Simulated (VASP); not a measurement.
# Si (Fd-3m) in VASP: further runs

The runs below take Si through G0W0 quasiparticle levels, density of states, band structure, with PBE, PBEsol, r2SCAN-EpsX+rVV10, LDA.

All numbers are computed with VASP 6.6.1; they aren't measurements. Logs are shortened: lines on timing, memory, paths and dates and some standing lists are left out, and cuts for length are marked.

## 1. The structure

It takes space group Fd-3m (No. 227, cubic). The conventional cell has a = 5.444 Å, b = 5.444 Å, c = 5.444 Å, α = 90.00°, β = 90.00°, γ = 90.00°. Around Si (site symmetry -43m) lie 4 Si at 2.36 Å.

## 2. G0W0 quasiparticle levels, PBE

POSCAR reads:

```
Si
1.0
    0.0000000000      2.7218511865      2.7218511865
    2.7218511865      0.0000000000      2.7218511865
    2.7218511865      2.7218511865      0.0000000000
Si
2
Direct
    0.5000000000      0.5000000000      0.5000000000
    0.7500000000      0.7500000000      0.7500000000
```

INCAR.step1 reads:

```
SYSTEM = Si
ALGO = Normal
EDIFF = 1E-8
ENCUT = 450
GGA = PE
ISMEAR = 0
LASPH = .True.
LCHARG = .False.
LREAL = .False.
LWAVE = .True.
NELM = 60
PREC = Accurate
SIGMA = 0.01
```

INCAR.step2 reads:

```
SYSTEM = Si
ALGO = Exact
EDIFF = 1E-8
ENCUT = 450
GGA = PE
ISMEAR = 0
ISTART = 1
LASPH = .True.
LCHARG = .False.
LOPTICS = .True.
LREAL = .False.
LWAVE = .True.
NBANDS = 139
NELM = 1
PREC = Accurate
SIGMA = 0.01
```

INCAR.step3 reads:

```
SYSTEM = Si
ALGO = EVGW0
EDIFF = 1E-8
ENCUT = 450
ENCUTGW = 100
GGA = PE
ISMEAR = 0
ISTART = 1
LASPH = .True.
LCHARG = .False.
LREAL = .False.
LWAVE = .True.
NBANDS = 139
NBANDSGW = 12
NELMGW = 1
NOMEGA = 64
PREC = Accurate
PRECFOCK = Fast
SIGMA = 0.01
```

INCAR.step4 reads:

```
SYSTEM = Si
ALGO = BSE
ANTIRES = 0
EDIFF = 1E-8
ENCUT = 450
ENCUTGW = 100
GGA = PE
ISMEAR = 0
ISTART = 1
LASPH = .True.
LCHARG = .False.
LREAL = .False.
LWAVE = .False.
NBANDS = 139
NBANDSO = 4
NBANDSV = 4
NBSEEIG = 10
OMEGAMAX = 20
PREC = Accurate
PRECFOCK = Fast
SIGMA = 0.01
```

KPOINTS reads:

```
k-points
0
Gamma
  4 4 4
  0 0 0
```

Potentials or basis: VASP PAW PBE potentials, release 64 (Si_GW).

The run is started by

```sh
> cat potpaw_PBE.64/Si_GW/POTCAR > POTCAR
> cp INCAR.step1 INCAR
> mpirun -np 1 vasp_std > vasp.out
> cp INCAR.step2 INCAR
> mpirun -np 1 vasp_std > vasp.out
> cp INCAR.step3 INCAR
> mpirun -np 1 vasp_std > vasp.out
> cp INCAR.step4 INCAR
> mpirun -np 1 vasp_std > vasp.out
```

OUTCAR:

```text
SYSTEM = Si
   EDIFF = 1E-8
   ENCUT = 450
   ENCUTGW = 100
   GGA = PE
   ISMEAR = 0
   ISTART = 1
   LASPH = .True.
   LREAL = .False.
   PREC = Accurate
   PRECFOCK = Fast

 ion  position               nearest neighbor table
   1  0.500  0.500  0.500-   2 2.36   2 2.36   2 2.36   2 2.36
   2  0.750  0.750  0.750-   1 2.36   1 2.36   1 2.36   1 2.36

  LATTYP: Found a face centered cubic cell.
 ALAT       =     5.4437023730

  Lattice vectors:

 A1 = (   0.0000000000,   2.7218511865,   2.7218511865)
 A2 = (   2.7218511865,   0.0000000000,   2.7218511865)
 A3 = (   2.7218511865,   2.7218511865,   0.0000000000)

Analysis of symmetry for initial positions (statically):
=====================================================================
 Subroutine PRICEL returns:
 Original cell was already a primitive cell.

 Routine SETGRP: Setting up the symmetry group for a
 face centered cubic supercell.

 Subroutine GETGRP returns: Found 48 space group operations
 (whereof 24 operations were pure point group operations)
 out of a pool of 48 trial point group operations.

The static configuration has the point symmetry T_d .
 The point group associated with its full space group is O_h .

Analysis of symmetry for dynamics (positions and initial velocities):
=====================================================================
 Subroutine PRICEL returns:
 Original cell was already a primitive cell.

 Routine SETGRP: Setting up the symmetry group for a
 face centered cubic supercell.

 Subroutine GETGRP returns: Found 48 space group operations
 (whereof 24 operations were pure point group operations)
 out of a pool of 48 trial point group operations.

The dynamic configuration has the point symmetry T_d .
 The point group associated with its full space group is O_h .

 Subroutine INISYM returns: Found 48 space group operations
 (whereof 24 operations are pure point group operations),
 and found     1 'primitive' translations

----------------------------------------------------------------------------------------

                                     Primitive cell

  volume of cell :      40.3295

  direct lattice vectors                    reciprocal lattice vectors
     0.000000000  2.721851186  2.721851186    -0.183698507  0.183698507  0.183698507
     2.721851186  0.000000000  2.721851186     0.183698507 -0.183698507  0.183698507
     2.721851186  2.721851186  0.000000000     0.183698507  0.183698507 -0.183698507

  length of vectors
     3.849278863  3.849278863  3.849278863     0.318175148  0.318175148  0.318175148

  position of ions in fractional coordinates (direct lattice)
     0.500000000  0.500000000  0.500000000
     0.750000000  0.750000000  0.750000000

  ion indices of the primitive-cell ions
   primitive index   ion index
                 1           1
                 2           2

----------------------------------------------------------------------------------------

 KPOINTS: k-points

Automatic generation of k-mesh.
 Grid dimensions read from file:
 generate k-points for:    4    4    4

 Generating k-lattice:

  Cartesian coordinates                     Fractional coordinates (reciprocal lattice)
    -0.045924627  0.045924627  0.045924627     0.250000000  0.000000000  0.000000000
     0.045924627 -0.045924627  0.045924627     0.000000000  0.250000000  0.000000000
     0.045924627  0.045924627 -0.045924627     0.000000000  0.000000000  0.250000000

  Length of vectors
     0.079543787  0.079543787  0.079543787

  Shift w.r.t. Gamma in fractional coordinates (k-lattice)
     0.000000000  0.000000000  0.000000000

 Subroutine IBZKPT returns following result:
 ===========================================

 Found      8 irreducible k-points:

 Following reciprocal coordinates:
            Coordinates               Weight
  0.000000  0.000000  0.000000      1.000000
  0.250000  0.000000  0.000000      8.000000
  0.500000  0.000000  0.000000      4.000000
  0.250000  0.250000  0.000000      6.000000
  0.500000  0.250000  0.000000     24.000000
 -0.250000  0.250000  0.000000     12.000000
  0.500000  0.500000  0.000000      3.000000
 -0.250000  0.500000  0.250000      6.000000
   k-points           NKPTS =      8   k-points in BZ     NKDIM =     64   number of bands    NBANDS=    139
   number of dos      NEDOS =    301   number of ions     NIONS =      2
   total plane-waves  NPLWV =  21952
   dimension x,y,z NGX =    28 NGY =   28 NGZ =   28
   dimension x,y,z NGXF=    56 NGYF=   56 NGZF=   56
   ions per type =               2
   NGX,Y,Z   is equivalent  to a cutoff of  12.09, 12.09, 12.09 a.u.
   NGXF,Y,Z  is equivalent  to a cutoff of  24.19, 24.19, 24.19 a.u.
 SYSTEM =  Si
   PREC   = accura    normal or accurate (medium, high low for compatibility)
   ISTART =      1    job   : 0-new  1-cont  2-samecut
   ICHARG =      0    charge: 1-file 2-atom 10-const
   ISPIN  =      1    spin polarized calculation?
   LNONCOLLINEAR =      F non collinear calculations
   LSORBIT =      F    spin-orbit coupling
   LASPH  =      T    aspherical Exc in radial PAW
   ENCUT  =  450.0 eV  33.07 Ry    5.75 a.u.   6.66  6.66  6.66*2*pi/ulx,y,z
   NELM   =     60;   NELMIN=  2; NELMDL=  0     # of ELM steps
   EDIFF  = 0.1E-07   stopping-criterion for ELM
   LREAL  =      F    real-space projection
   EDIFFG = 0.1E-06   stopping-criterion for IOM
   NSW    =      0    number of steps for IOM
   IBRION =     -1    ionic relax: 0-MD 1-quasi-New 2-CG
   NFREE  =      0    steps in history (QN), initial steepest desc. (CG)
   ISIF   =      0    stress and relaxation
   ISYM   =      3    0-nonsym 1-usesym 2-fastsym
   POTIM  = 0.5000    time-step for ionic-motion
   TEBEG  =    0.0;   TEEND  =   0.0 temperature during run
   PSTRESS=    0.0 pullay stress
   NELECT =       8.0000    total number of electrons
   NUPDOWN=      -1.0000    fix difference up-down
   EMIN   =  10.00;   EMAX   =-10.00  energy-range for DOS
   EFERMI =   0.00;   METHOD = LEGACY
   ISMEAR =     0;   SIGMA  =   0.01  broadening in eV -4-tet -1-fermi 0-gaus
   EFERMI_NEDOS =   21; number of points for ismear=-14 and -15
   IALGO  =     38    algorithm
   IMIX   =      4    mixing-type and parameters
     AMIX     =   0.40;   BMIX     =  1.00
     AMIX_MAG =   1.60;   BMIX_MAG =  1.00
  volume/ion in A,a.u.               =      20.16       136.08
  Fermi-wavevector in a.u.,A,eV,Ry     =   0.954766  1.804247 12.402783  0.911579
  Thomas-Fermi vector in A             =   2.083543
   LORBIT       =      0    0 simple, 1 ext, 2 COOP (PROOUT), +10 PAW based schemes
   GGA     = PE    functional components
   LHFCALC =     T    Hartree Fock is set to
   PRECFOCK=fast      Normal, Fast or Accurate (Low or Medium for compatibility)
   ENCUT4O =  -1.0   cutoff for four orbital integrals eV
   NKREDX  =     1    reduce k-point grid by
   NKREDY  =     1    reduce k-point grid by
   NKREDZ  =     1    reduce k-point grid by
   AEXX    =    1.0000 exact exchange contribution
   HFSCREEN=    0.0000 screening length (either q_TF or 0.3 A-1)
   HFSCREENC=   0.0000 screening length for correlation (either q_TF or 0.3 A-1)
   ENCUTFOCK=  -1.0 apply spherical cutoff to Coloumb kernel
   IVDW    =     0    specifies the selected vdW correction
   LEPSILON=     F    determine dielectric tensor
   LRPA    =     F    only Hartree local field effects (RPA)
   LRPAFORCE           =     F    calculate RPA forces
   ENCUTGW             = 100.0    cutoff for response function in eV
   ENCUTGWSOFT         =  80.0    soft cutoff for Coulomb kernel in GW response function in eV
   ENCUTLF             =  -1.0    cutoff for local field effects
   NELMGW              =     1    number of iterations in solving QP/BSE equation
   NELMHF              =     1    number of iterations in the inner HF iteration
   NKREDLFX            =     1    NKREDLFY  =   1   NKREDLFZ  =   1
 non-spin polarized calculation
 Gauss-broadening in eV      SIGMA  =   0.01
  energy-cutoff  :      450.00
  volume of cell :       40.33
 maximum number of plane-waves:       893
 NGX is ok and might be reduce to    28
  NGX = 16; NGY = 16; NGZ = 16
   NGX = 13   NGY = 13   NGZ = 13
 maximum number of plane-waves:       100
 NGX is ok and might be reduce to    14

 BSE (scaLAPACK) attempting allocation of   0.017 Gbyte  rank=   1024

=======================================================================
```

Run time: 76 s. Hardware: 1 thread of Intel Xeon 6975P-C (Granite Rapids), shared host; peak memory 0.32 GiB.

What came out:

```
Band gap on the k mesh, mean-field level : 0.71 eV, indirect (least direct gap 2.54 eV)
Quasiparticle gap                        : 1.14 eV
Least direct quasiparticle gap           : 3.14 eV
```

Levels at points of the mesh, in eV from the valence-band top:
| k point | band 1 | band 2 | band 3 | band 4 | band 5 | band 6 | band 7 | band 8 |
| --- | --- | --- | --- | --- | --- | --- | --- | --- |
| (0.00, 0.00, 0.00) | -11.92 | 0.00 | 0.00 | 0.00 | 2.54 | 2.54 | 2.54 | 3.28 |
| (0.50, 0.00, 0.00) | -9.61 | -6.95 | -1.20 | -1.20 | 1.50 | 3.32 | 3.32 | 7.71 |
| (0.50, 0.50, 0.00) | -7.80 | -7.80 | -2.84 | -2.84 | 0.71 | 0.71 | 10.04 | 10.04 |

Dielectric function (mean over the directions given):
```csv
energy (eV),real part,imaginary part
0.32,23.45,0.13
1.28,27.12,0.73
2.32,46.30,4.52
3.36,-31.31,40.32
4.40,-30.01,10.10
5.45,-15.25,9.47
6.49,-6.82,1.33
7.53,-4.45,0.43
8.57,-2.53,3.24
9.61,-2.82,0.89
10.57,-2.29,0.31
11.61,-1.89,0.30
12.65,-1.04,0.20
13.69,-1.03,0.25
14.73,-0.38,0.09
15.78,-0.85,0.33
16.82,-0.23,0.05
17.86,-0.10,0.02
18.90,0.05,0.01
19.94,0.16,0.01
```

Lowest excitation energies (eV) and strengths:
```
energy  strength
 2.986         0
 2.986         0
 2.986         0
 2.986      75.8
 2.986      75.8
 2.986      75.8
 3.027         0
 3.027         0
 3.040         0
 3.113      73.9
```

Caveat: the k mesh is coarse (spacing up to 0.50 Å⁻¹), so the values aren't converged; bands, screening cutoff and mesh are small and nothing is extrapolated, so the quasiparticle values aren't converged; spectra need much finer meshes, so this one isn't converged.

## 3. Density of states, PBEsol

POSCAR reads:

```
Si
3.8493
    0.000000000000      0.707102898319      0.707102898319
    0.707102898319      0.000000000000      0.707102898319
    0.707102898319      0.707102898319      0.000000000000
Si
2
Direct
    0.5000000000      0.5000000000      0.5000000000
    0.7500000000      0.7500000000      0.7500000000
```

INCAR.step1 reads:

```
PREC = Accurate
ENCUT = 520
EDIFF = 1E-6
ISMEAR = -1
SIGMA = 0.1
LREAL = F
LASPH = T
NELM = 80
ALGO = Fast
ISIF = 2
LWAVE = F
LCHARG = T
GGA = PS
NBANDS = 11
```

KPOINTS.step1 reads:

```
regular mesh
0
Gamma
  8 8 8
```

INCAR.step2 reads:

```
PREC = Accurate
ENCUT = 520
EDIFF = 1E-6
ISMEAR = -5
SIGMA = 0.1
LREAL = F
LASPH = T
NELM = 80
ALGO = Fast
ISIF = 2
LWAVE = F
LCHARG = F
GGA = PS
LORBIT = 11
NBANDS = 11
NEDOS = 1001
ICHARG = 11
```

KPOINTS.step2 reads:

```
regular mesh
0
Gamma
  12 12 12
```

Potentials or basis: VASP PAW PBE potentials, release 54 (Si).

The run is started by

```sh
> cat potpaw_PBE.54/Si/POTCAR > POTCAR
> cp INCAR.step1 INCAR
> cp KPOINTS.step1 KPOINTS
> mpirun -np 1 vasp_std > vasp.out
> cp INCAR.step2 INCAR
> cp KPOINTS.step2 KPOINTS
> mpirun -np 1 vasp_std > vasp.out
```

It took 16 s on 1 thread of AMD EPYC 9R45 (Zen 5), shared host; peak memory 0.13 GiB.

Results (log left out):

```yaml
Valence_electrons_inside_the_program's_atomic_spheres: Si 1.69
```

Levels at points of the mesh, in eV from the valence-band top:
```tsv
k point	band 2	band 3	band 4	band 5	band 6	band 7
(0.00, 0.00, 0.00)	0.00	0.00	0.00	2.51	2.51	2.51
(0.50, 0.00, 0.00)	-6.98	-1.20	-1.20	1.44	3.28	3.28
(0.50, 0.50, 0.00)	-7.81	-2.86	-2.86	0.60	0.60	10.00
```

States per cell in windows of 1 eV (zero at the valence-band top; states under -8 eV left out):
| from (eV) | total | Si1_p | Si2_p | Si1_s | Si2_s | Si1_d | Si2_d |
| --- | --- | --- | --- | --- | --- | --- | --- |
| -8.0 | 0.22 | 0.01 | 0.01 | 0.04 | 0.04 | 0.00 | 0.00 |
| -7.0 | 0.94 | 0.07 | 0.07 | 0.14 | 0.14 | 0.00 | 0.00 |
| -6.0 | 0.39 | 0.03 | 0.03 | 0.06 | 0.06 | 0.00 | 0.00 |
| -5.0 | 0.47 | 0.06 | 0.06 | 0.03 | 0.03 | 0.00 | 0.00 |
| -4.0 | 1.13 | 0.17 | 0.17 | 0.03 | 0.03 | 0.00 | 0.00 |
| -3.0 | 1.40 | 0.25 | 0.25 | 0.02 | 0.02 | 0.00 | 0.00 |
| -2.0 | 1.18 | 0.23 | 0.23 | 0.01 | 0.01 | 0.00 | 0.00 |
| -1.0 | 0.30 | 0.06 | 0.06 | 0.00 | 0.00 | 0.00 | 0.00 |
| 0.0 | 0.08 | 0.00 | 0.00 | 0.00 | 0.00 | 0.00 | 0.00 |
| 1.0 | 0.74 | 0.05 | 0.05 | 0.04 | 0.04 | 0.00 | 0.00 |
| 2.0 | 1.41 | 0.11 | 0.11 | 0.08 | 0.08 | 0.00 | 0.00 |
| 3.0 | 1.67 | 0.17 | 0.17 | 0.05 | 0.05 | 0.00 | 0.00 |
| 4.0 | 1.16 | 0.12 | 0.12 | 0.03 | 0.03 | 0.00 | 0.00 |
| 5.0 | 1.17 | 0.13 | 0.13 | 0.04 | 0.04 | 0.00 | 0.00 |
| 6.0 | 1.17 | 0.12 | 0.12 | 0.03 | 0.03 | 0.00 | 0.00 |
| 7.0 | 1.15 | 0.11 | 0.11 | 0.02 | 0.02 | 0.00 | 0.00 |

(Continued in part 2 of 2.)
